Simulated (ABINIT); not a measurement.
Input of an ABINIT 10.8.3 (patched build) run:

run.abi

```
# Datasets: ground state, then fixed potential
ndtset 2

# Pseudopotentials
pp_dirpath "./"
pseudos "Mn.GGA_PBE-JTH.xml, O.GGA_PBE-JTH.xml"

# Structure
acell 3*1.0 Angstrom
rprim
     4.4004184607     0.0000000000     0.0000000000
     0.0000000000     4.4004184607     0.0000000000
     0.0000000000     0.0000000000     2.8670779400
ntypat 2
znucl 25 8
natom 6
typat 1 1 2 2 2 2
xred
     0.5000000000     0.5000000000     0.5000000000
     0.0000000000     0.0000000000     0.0000000000
     0.8049161500     0.1950838500     0.5000000000
     0.6950838500     0.6950838500     0.0000000000
     0.1950838500     0.8049161500     0.5000000000
     0.3049161500     0.3049161500     0.0000000000

# Plane-wave basis
ecut 26.0
pawecutdg 48.0
pawxcdev 0

# Exchange and correlation
ixc -116133

# Bands and occupations
occopt 3
tsmear 0.00183747

# Spin
nsppol 2
spinat
     0.0000000000     0.0000000000     4.0000000000
     0.0000000000     0.0000000000     4.0000000000
     0.0000000000     0.0000000000     0.0000000000
     0.0000000000     0.0000000000     0.0000000000
     0.0000000000     0.0000000000     0.0000000000
     0.0000000000     0.0000000000     0.0000000000

# SCF cycle
nstep 100

# Output
iomode 3
prtwf 0
prteig 0
prtebands 0
enunit 1
prtden1 1

# Dataset 1
kptopt1 1
ngkpt1 3 3 4
nshiftk1 1
shiftk1 0.0 0.0 0.0
nband1 35
tolvrs1 1.0e-9

# Dataset 2: bands along G-X-M-G-Z-R-A-Z
iscf2 -2
getden2 1
nband2 41
nbdbuf2 4
tolwfr2 1.0e-11
kptopt2 -7
ndivsm2 5
prteig2 1
kptbounds2
     0.0000000000     0.0000000000     0.0000000000
     0.0000000000     0.5000000000     0.0000000000
     0.5000000000     0.5000000000     0.0000000000
     0.0000000000     0.0000000000     0.0000000000
     0.0000000000     0.0000000000     0.5000000000
     0.0000000000     0.5000000000     0.5000000000
     0.5000000000     0.5000000000     0.5000000000
     0.0000000000     0.0000000000     0.5000000000
```

Potentials or basis: JTH PAW PBE v2.0.

Command:

```bash
$ abinit run.abi > log 2>&1
```

**Question.** What does it give for the pressure?

**Answer.** -2.1 GPa.

**Question.** Estimate the net moment.

**Answer.** 5.91 μB per cell.

**Question.** What does it give for the band gap on the k mesh?

**Answer.** None (metal or under the smearing width).

Forces in eV/Å, atoms in the order of the input:
```
Mn   0.000  0.000  0.000
Mn   0.000  0.000  0.000
O    0.019 -0.019  0.000
O   -0.019 -0.019  0.000
O   -0.019  0.019  0.000
O    0.019  0.019  0.000
```

Caveat: the k mesh is coarse (spacing up to 0.55 Å⁻¹), so the values aren't converged; the PAW data sets were made with another functional, which shifts forces and pressure a little; semilocal functionals often make such compounds metallic where correlation or magnetic order opens a gap, which also shifts bond lengths; only a ferromagnetic start was run, and an antiferromagnetic order may lie lower in energy. With open d or f shells a metallic result of PBEsol can be an artefact of self-interaction; +U or a hybrid may open a gap.
